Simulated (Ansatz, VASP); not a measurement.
# One calculation of Sb, two programs

File INCAR:

```
  ALGO = Normal
  EDIFF = 1E-6
  ENCUT = 520
  GGA = PE
  ISIF = 2
  ISMEAR = 0
  LASPH = True
  LCHARG = False
  LREAL = False
  LWAVE = False
  NBANDS = 12
  NELM = 80
  PREC = Accurate
  SIGMA = 0.1
```

The input KPOINTS:

```
k-points
0
Gamma
  6 6 6
```

Contents of POSCAR:

```
Sb
1.0
    2.1506000000      1.2416494900      3.7440000000
   -2.1506000000      1.2416494900      3.7440000000
    0.0000000000     -2.4832989800      3.7440000000
Sb
2
Direct
    0.2336400000      0.2336400000      0.2336400000
    0.7663600000      0.7663600000      0.7663600000
```

Input for Ansatz:

```yaml
crystal:
  lattice:
    - [2.1506, 1.24164949, 3.744]
    - [-2.1506, 1.24164949, 3.744]
    - [0.0, -2.48329898, 3.744]
  atoms:
    - { symbol: Sb, position: [0.23364, 0.23364, 0.23364] }
    - { symbol: Sb, position: [0.76636, 0.76636, 0.76636] }
basis:
  ecutwfc: 420
kpoints:
  mp_grid: { grid: [6, 6, 6] }
hamiltonian:
  xc: pbe
  pseudopotentials: { kind: paw, azcp: { folder: soft_1 } }
scf:
  occupations: { method: gaussian, width: 0.1 }
output:
  forces: true
  stress: true
  eigenvalues: true
```

Alike in both runs: task single point; functional PBE; k mesh 6 × 6 × 6; occupations gaussian, width 0.1 eV; no spin polarisation.

|  | VASP | Ansatz |
| --- | --- | --- |
| version | VASP 6.6.1 | Ansatz 0.2.0 |
| potentials or method | VASP PAW PBE potentials, release 64 (Sb) | scalar-relativistic, plane waves, PAW |
| plane-wave cutoff (eV) | 520 | 420 |
| valence electrons in the cell | 10 | 30 |

```csv
,VASP,Ansatz,Ansatz less VASP
gap on the k mesh at the Fermi level (eV),none,none,-
pressure (GPa),3.2,3.2,-0.07
largest component of the traceless stress (GPa),0.25,0.23,-0.026
rms of the force components (eV/Å),0.077,0.054,-0.0232
```

Atom by atom the forces differ by 0.023 eV/Å (rms over components). A gap of «none» marks a metal or a gap that the smearing closes. With one functional, cell and mesh, what is left measures potentials, basis and numerics. The two sets of potentials don't hold the same shells in valence.

Spin-orbit coupling is left out, which matters for the levels of Sb.
